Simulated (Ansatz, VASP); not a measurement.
Two plane-wave programs on AlN

File INCAR:

```
SYSTEM = AlN
PREC     = Accurate       ! precision mode
ENCUT    = 520            ! plane-wave cutoff, eV
EDIFF    = 1E-7           ! SCF threshold, eV
ISMEAR   = 0              ! smearing method
SIGMA    = 0.05           ! smearing width, eV
LREAL    = .FALSE.        ! projectors in reciprocal space
LASPH    = .TRUE.         ! aspherical terms in the spheres
NELM     = 100            ! most SCF steps
ALGO     = Normal         ! electronic algorithm
ISIF     = 2              ! what is computed and relaxed
LWAVE    = .FALSE.        ! write WAVECAR
LCHARG   = .FALSE.        ! write CHGCAR
NBANDS   = 16             ! bands
```

Contents of KPOINTS:

```
regular mesh
0
G
  9 9 6
  0 0 0
```

The input POSCAR:

```
AlN
1.0
    3.0113999106      0.0000000000      0.0000000000
   -1.5056999553      2.6079488235      0.0000000000
    0.0000000000      0.0000000000      4.8199946833
Al N
2 2
Direct
    0.3333333333      0.6666666667      0.0015210182
    0.6666666667      0.3333333333      0.5015210182
    0.3333333333      0.6666666667      0.3834789818
    0.6666666667      0.3333333333      0.8834789818
```

Input for Ansatz:

```yaml
crystal:
  lattice:
    - [3.0113999106, 0.0, 0.0]
    - [-1.5056999553, 2.6079488235, 0.0]
    - [0.0, 0.0, 4.8199946833]
  atoms:
    - { symbol: Al, position: [0.3333333333, 0.6666666667, 0.0015210182] }
    - { symbol: Al, position: [0.6666666667, 0.3333333333, 0.5015210182] }
    - { symbol: "N", position: [0.3333333333, 0.6666666667, 0.3834789818] }
    - { symbol: "N", position: [0.6666666667, 0.3333333333, 0.8834789818] }
basis:
  ecutwfc: 520.0
kpoints:
  mp_grid: { grid: [9, 9, 6] }
hamiltonian:
  xc: lda
  pseudopotentials: { kind: paw, azcp: { folder: soft_1 } }
scf:
  occupations: { method: gaussian, width: 0.05 }
output:
  forces: true
  stress: true
  eigenvalues: true
```

Change from the starting cell: mode 4 frozen in at +0.000 Å, equal normal strain along x, y and z -0.0250.

Alike in both runs: task single point; functional LDA; k mesh 9 × 9 × 6; occupations gaussian, width 0.05 eV; no spin polarisation.

|  | VASP | Ansatz |
| --- | --- | --- |
| version | VASP 6.6.1 | Ansatz 0.2.0 |
| potentials or method | VASP PAW LDA potentials, release 64 (Al, N) | scalar-relativistic, plane waves, PAW |
| plane-wave cutoff (eV) | 520 | 520 |
| valence electrons in the cell | 16 | 16 |

```tsv
	VASP	Ansatz	Ansatz less VASP
gap on the k mesh at the Fermi level (eV)	4.92	4.94	+0.020
least direct gap on the mesh (eV)	5.12	5.11	-0.010
pressure (GPa)	19.5	18.6	-0.96
largest component of the traceless stress (GPa)	0.93	0.88	-0.044
rms of the force components (eV/Å)	0.021	0.021	-0.0003
```

Atom by atom the forces differ by 0.000 eV/Å (rms over components). Ansatz warned: «pseudo_functional_mismatch».

Caveats: so large a pressure means that the cell lies far from this level's equilibrium, or that cutoff or potentials fall short (VASP); an odd mesh through Γ misses points on the zone boundary, where band edges often lie.
